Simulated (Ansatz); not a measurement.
Pressure against volume: Ga

```xyz
4
Lattice="2.2553 -3.8224 0.0000 2.2553 3.8224 0.0000 0.0000 0.0000 4.5167" Properties=species:S:1:pos:R:3 pbc="T T T"
Ga    2.2553    2.6566    0.3546
Ga    2.2553   -1.1658    1.9038
Ga    2.2553   -2.6566    4.1621
Ga    2.2553    1.1658    2.6129
```

The cell is COD entry 9008562, as deposited and not checked against the literature; nothing was relaxed.

All numbers are computed: DFT, PBE, all-electron LAPW, scalar-relativistic (Ansatz 0.2.0); DFT, PBE, PAW with Ansatz's default frozen-core files, scalar-relativistic (Ansatz 0.2.0).

For LAPW: a Γ-centred 9×9×8 k mesh, Fermi–Dirac smearing of 0.05 eV, basis error target 1 meV/atom, no spin polarisation. PAW takes a cutoff of 420 eV at this cell. The Ansatz runs share mesh, smearing and spin set-up. Plane-wave (PAW) pressures include the program's estimate of the Pulay term.

The cell above is scaled evenly, with fractional coordinates and shape held.

```csv
V/V(cell),V (Å³/atom),"P, LAPW (GPa)","P, PAW (GPa)","free energy over the lowest listed, PAW (meV/atom)"
0.9400,18.301,6.69,6.67,37.3
0.9600,18.690,5.05,5.03,23.1
0.9800,19.080,3.60,3.58,12.7
0.9900,19.274,2.93,2.91,8.8
1.0000,19.469,2.31,2.29,5.6
1.0100,19.664,1.71,1.70,3.2
1.0200,19.858,1.16,1.14,1.5
1.0400,20.248,0.13,0.12,0.0
1.0600,20.637,-0.77,-0.78,0.8
```

What do Birch–Murnaghan fits to the pressures give?

LAPW: V0 = 20.30 Å³/atom, B0 = 49 GPa, B0′ = 5.1; PAW: V0 = 20.30 Å³/atom, B0 = 49 GPa, B0′ = 5.1.

PAW's V0 lies -0.03 % from the all-electron value and its B0 0.1 %. With shape and internal coordinates held, B0 is an upper bound to the relaxed modulus.
